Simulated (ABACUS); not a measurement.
The system is Si.

```
CELL_PARAMETERS angstrom
3.83132 0.00000 0.00000
-1.91566 3.31802 0.00000
0.00000 0.00000 6.33262
ATOMIC_POSITIONS crystal
Si 0.66667 0.33333 0.93699
Si 0.33333 0.66667 0.43699
Si 0.66667 0.33333 0.56301
Si 0.33333 0.66667 0.06301
```

This isn't the form of Si at room conditions, which is diamond.

| Property | Result |
| --- | --- |
| Program | ABACUS 3.10.1 |
| Task | single point |
| Functional | PBEsol |
| Potentials or basis | PseudoDojo NC SR 0.4.1 PBEsol standard |
| Cutoff | 490 eV |
| Density cutoff | 1959 eV |
| Basis | plane waves |
| k mesh | 8 × 8 × 4 |
| Occupations | fermi-dirac, width 0.05 eV |
| Spin | no spin polarisation |

On this cell: pressure -0.6 GPa; largest force 0.009 eV/Å; band gap on the k mesh 0.30 eV, indirect (least direct gap 0.94 eV).

The same run follows on a disturbed copy (atoms moved at random, drawn with an rms of 0.05 Å):

```xyz
4
Lattice="3.8313 0.0000 0.0000 -1.9157 3.3180 0.0000 0.0000 0.0000 6.3326" Properties=species:S:1:pos:R:3 pbc="T T T"
Si    1.8986    1.1073    5.9547
Si    0.0205    2.1855    2.7503
Si    1.9220    1.1461    3.5601
Si   -0.0362    2.1481    0.3725
```

Problem. What does the disturbed cell give?

Solution. The energy moves by +16.9 meV/atom; pressure -0.4 GPa; largest force 0.970 eV/Å; band gap on the k mesh none (metal or under the smearing width).

Forces in eV/Å, atoms in the order of the input:
```
Si  -0.278 -0.764 -0.529
Si  -0.229  0.712  0.005
Si   0.187 -0.751  0.128
Si   0.320  0.803  0.396
```

Stress tensor (GPa, compression positive):
```
 2.30  0.12  0.52
 0.12 -2.09  0.02
 0.52  0.02 -1.32
```
